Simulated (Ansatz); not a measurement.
## TiAl: symmetry broken, then relaxed

The calculation used DFT PBEsol, scalar-relativistic, plane waves, PAW in Ansatz 0.2.0. Cutoff 420 eV, Γ-centred 12×12×12 k-points, Gaussian smearing of 0.15 eV. No spin polarisation. Energies are free energies at this smearing, counted from the undisturbed cell; pressure is positive in compression.

Reference structure (relaxed at this level; it needn't be the usual structure):

```
Ti Al
1.0
    -2.84782    0.00000    0.00000
     0.00000    4.93257    0.00000
     1.42391   -2.46629   -4.61994
Ti Al
2 2
Cartesian
  -1.4239 2.4663 0.0000
  0.0000 0.0000 0.0000
  -1.4239 -0.8221 -2.3100
  0.0000 1.6442 -2.3100
```

The atoms are displaced (Å, in the unstrained cell):

| atom | ux | uy | uz |
| --- | --- | --- | --- |
| Ti1 | -0.095 | -0.012 | -0.029 |
| Ti2 | -0.095 | -0.012 | -0.029 |
| Al3 | 0.095 | 0.012 | 0.029 |
| Al4 | 0.095 | 0.012 | 0.029 |

Cell and atoms are then relaxed.

Question: Does the relaxation return to the undisturbed structure?

Answer: Yes (up to a choice of domain or origin): same space group and volume, and an energy 0.0 meV/atom from it. The disturbance itself cost 26.7 meV/atom. The final space group reads P-6m2 (tolerance 0.05 Å) and the volume changes by 0.01 %.

Final structure:

```
Ti Al
1.0
    -2.85242   -0.00002   -0.00001
     0.00003    4.92981   -0.00002
     1.42618   -2.46488   -4.61558
Ti Al
2 2
Cartesian
  0.0000 -0.0016 -4.6156
  1.4262 2.4633 -4.6156
  -1.4262 -0.8200 -2.3078
  0.0000 1.6449 -2.3078
```

The relaxation, step by step (energy from the first step; small jumps at an unchanged geometry come where the plane waves are selected anew for the new cell):

```tsv
step	ΔE (meV/atom)	largest force component (eV/Å)	pressure (GPa)
1	0.0	0.442	0.54
2	-13.9	0.320	2.07
3	-26.1	0.002	-0.59
4	-26.6	0.002	-0.16
5	-26.7	0.001	0.03
6	-26.7	0.001	0.03
```

Frames along the relaxation (Å, eV/Å):

```xyz
4
Lattice="-2.848 0.000 0.000 0.000 4.933 0.000 1.424 -2.466 -4.620" Properties=species:S:1:pos:R:3:forces:R:3 pbc="T T T" step=1
Ti   -1.519    2.454   -0.029    0.421    0.144    0.442
Ti   -0.095   -0.012   -0.029    0.421    0.144    0.442
Al   -1.329   -0.810   -2.281   -0.421   -0.144   -0.442
Al    0.095    1.656   -2.281   -0.421   -0.144   -0.442
4
Lattice="-2.842 -0.053 0.032 0.092 4.928 -0.013 1.427 -2.426 -4.577" Properties=species:S:1:pos:R:3:forces:R:3 pbc="T T T" step=2
Ti   -1.357    2.446    0.028   -0.222   -0.022   -0.320
Ti    0.018    0.009    0.018   -0.222   -0.022   -0.320
Al   -1.429   -0.851   -2.283    0.222    0.022    0.320
Al    0.038    1.640   -2.306    0.222    0.022    0.320
4
Lattice="-2.838 -0.024 -0.004 0.042 4.956 0.009 1.391 -2.474 -4.639" Properties=species:S:1:pos:R:3:forces:R:3 pbc="T T T" step=3
Ti   -1.412    2.472    0.002   -0.001    0.002    0.001
Ti   -0.014    0.006    0.000   -0.001    0.002    0.001
Al   -1.416   -0.849   -2.322    0.001   -0.002   -0.001
Al    0.024    1.641   -2.315    0.001   -0.002   -0.001
4
Lattice="-2.851 0.000 0.000 0.000 4.946 0.000 1.425 -2.473 -4.612" Properties=species:S:1:pos:R:3:forces:R:3 pbc="T T T" step=4
Ti   -1.426    2.475    0.000    0.001   -0.002    0.000
Ti    0.000    0.002    0.000    0.001   -0.002    0.000
Al   -1.425   -0.826   -2.306   -0.001    0.002    0.000
Al    0.001    1.647   -2.306   -0.001    0.002    0.000
4
Lattice="-2.852 0.000 0.000 0.000 4.930 0.000 1.426 -2.465 -4.616" Properties=species:S:1:pos:R:3:forces:R:3 pbc="T T T" step=5
Ti   -1.426    2.463    0.000    0.000   -0.001    0.000
Ti    0.000   -0.002    0.000    0.000   -0.001    0.000
Al   -1.426   -0.820   -2.308    0.000    0.001    0.000
Al    0.000    1.645   -2.308    0.000    0.001    0.000
4
Lattice="-2.852 0.000 0.000 0.000 4.930 0.000 1.426 -2.465 -4.616" Properties=species:S:1:pos:R:3:forces:R:3 pbc="T T T" step=6
Ti   -1.426    2.463    0.000    0.000   -0.001    0.000
Ti    0.000   -0.002    0.000    0.000   -0.001    0.000
Al   -1.426   -0.820   -2.308    0.000    0.001    0.000
Al    0.000    1.645   -2.308    0.000    0.001    0.000
```

Cost: 3 runs of about 16 core-minutes in all, on Arm Neoverse V1 (shared hosts).